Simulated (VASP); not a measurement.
Mg2Si:

```
Mg Si
1.0
     0.00000    3.19550    3.19550
     3.19550    0.00000    3.19550
     3.19550    3.19550    0.00000
Mg Si
2 1
Direct
  0.25000 0.25000 0.25000
  0.75000 0.75000 0.75000
  0.00000 0.00000 0.00000
```

- Program: VASP 6.6.1
- Task: relaxation of cell and atoms
- Functional: PBEsol
- Potentials or basis: VASP PAW PBE potentials, release 64 (Mg, Si)
- Cutoff: 600 eV
- k mesh: 10 × 10 × 10
- Occupations: gaussian, width 0.03 eV
- Spin: no spin polarisation

At the start: pressure -1.7 GPa; volume 21.75 Å³/atom.

Question: Where does the relaxation end?

Answer: Over 3 steps the energy falls by 3.6 meV/atom and the volume is 21.08 Å³/atom (-3.1 %); space group Fm-3m (No. 225, to 0.05 Å).

Step by step:
| step | energy change (eV) | largest force (eV/Å) | pressure (GPa) | volume (Å³) |
| --- | --- | --- | --- | --- |
| 1 | 0.0000 | 0.0000 | -1.66 | 65.26 |
| 2 | -0.0107 | 0.0000 | 0.09 | 63.16 |
| 3 | -0.0107 | 0.0000 | 0.00 | 63.25 |

Final structure:
```
Mg Si
1.0
     0.00000    3.16240    3.16240
     3.16240    0.00000    3.16240
     3.16240    3.16240    0.00000
Mg Si
2 1
Direct
  0.25000 0.25000 0.25000
  0.75000 0.75000 0.75000
  0.00000 0.00000 0.00000
```

Caveat: the PAW data sets were made with another functional, which shifts forces and pressure a little.
